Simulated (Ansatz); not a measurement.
Runs of Ansatz 0.2.0 on Ge. The structure is orthorhombic, space group Cmcm (No. 63). The conventional cell has a = 2.976 Å, b = 5.189 Å, c = 4.728 Å, α = 90.00°, β = 90.00°, γ = 90.00°. Ge (site symmetry m2m) has 12 Ge at 2.92 to 2.99 Å as nearest neighbours. This isn't the form of Ge at room conditions, which is diamond.

```tsv
task	level	cell	k mesh	atoms under strain	gap on the mesh (eV)	pressure (GPa)	relaxed volume (Å³/atom)
relaxation of cell and atoms	BLYP+D3(BJ)	relaxed	10 × 10 × 6	-	none	0.0	19.27
relaxation of cell and atoms	BLYP+D4	relaxed	10 × 10 × 6	-	none	0.0	(a)
relaxation of cell and atoms	revPBE+D4	relaxed	10 × 10 × 6	-	none	0.0	18.29
elastic constants	LDA	as given	7 × 7 × 5	relaxed	none	-1.3	-
phonons	LDA	as given	7 × 7 × 5	-	none	-	-
```

Alike in all rows: potentials or basis Ansatz PAW; no spin polarisation; cutoff (eV) 420; smearing fermi-dirac 0.05 eV.

Estimate the missing entries.

(a) 22.42.

Caveats: the PAW data sets come from PBE, with cores solved anew for the run's functional, which leaves a small shift of forces and pressure; the plane-wave basis is chosen anew once the cell has moved, so the energies of steps on either side of that aren't comparable (some runs); pairwise dispersion overbinds metals, which lowers pressure and volume (some runs); the volume moved by over 15 % at a fixed basis, so the end points are rough (some runs); elastic constants of metals need much finer meshes, so these are rough (some runs).

A k mesh can miss the band edges, and the runs leave out spin-orbit coupling on Ge.

A gap of «none» marks a metal or a gap under the smearing width.
